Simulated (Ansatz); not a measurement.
Two G0W0 runs on HfS2/HfS2 (1T bilayer).

The cell holds 6 atoms: 2 Hf and 4 S. Cell: a = 3.569 Å, b = 3.569 Å, c = 41.200 Å, α = 90.0°, β = 90.0°, γ = 120.0°. Regions: layer 1 (HfS2), 3 atoms (1 Hf and 2 S); layer 2 (HfS2), 3 atoms (1 Hf and 2 S). Vacuum lies along c.

```xyz
6
Lattice="3.5689 0.0000 0.0000 -1.7844 3.0907 0.0000 0.0000 0.0000 41.2000" Properties=species:S:1:pos:R:3
Hf    0.0000    0.0000   17.5444
S     0.0000    2.0605   18.9929
S     1.7844    1.0302   16.0900
Hf    1.7844    1.0302   23.6556
S     0.0000    0.0000   25.1100
S     0.0000    2.0605   22.2071
```

The structure was relaxed with PBEsol-D3(BJ). The runs that relaxed it are not among those shown. Spin-orbit coupling is left out unless a run names it.

The first (Ansatz 0.2.0; start PBEsol, 6×6×1 mesh, 670 empty bands, screening to 75 eV, PAW set soft_1 files; 8 threads of Arm Neoverse V1, shared host) gave, on its mesh: starting gap 0.87 eV, G0W0 gap 1.88 eV, mean of 1 + 4πα/V (set by the cell height) 3.40, 5.7 min.

**Question.** The second changes empty bands from 670 to 270 and screening cutoff (eV) from 75.0 to 41. What does it give?

It gave: starting gap 0.87 eV, G0W0 gap 1.80 eV, mean of 1 + 4πα/V (set by the cell height) 3.43, 70 s. The G0W0 gap moves by −0.08 eV, +0.00 eV from the start and −0.08 eV from the correction. Σc changes by +0.30 eV at the valence top and +0.22 eV at the conduction bottom, and Σx − Vxc between them by +0.00 eV.

Limits: not at the basis limit; coarse mesh for a sheet; no spin-orbit coupling.

[Paths, hosts, dates, memory and timing lines, banners, echoed tables and standing remarks are left out of the program output.]

[Logs are printed without paths, hosts, clocks, repeated set-up lines and the standing remarks that a program may print on its own settings, such as how far it seeks lower states.]

[Runs of the session that timed out or met a known fault of the program may be left out.]

[Cells called generated may have been cut or substituted from an entry of the Crystallography Open Database or the Materials Project.]

[Hosts, paths, dates, database ids (printed as entryN), source tags and the programs' standing remarks are cut or masked in the printed files.]
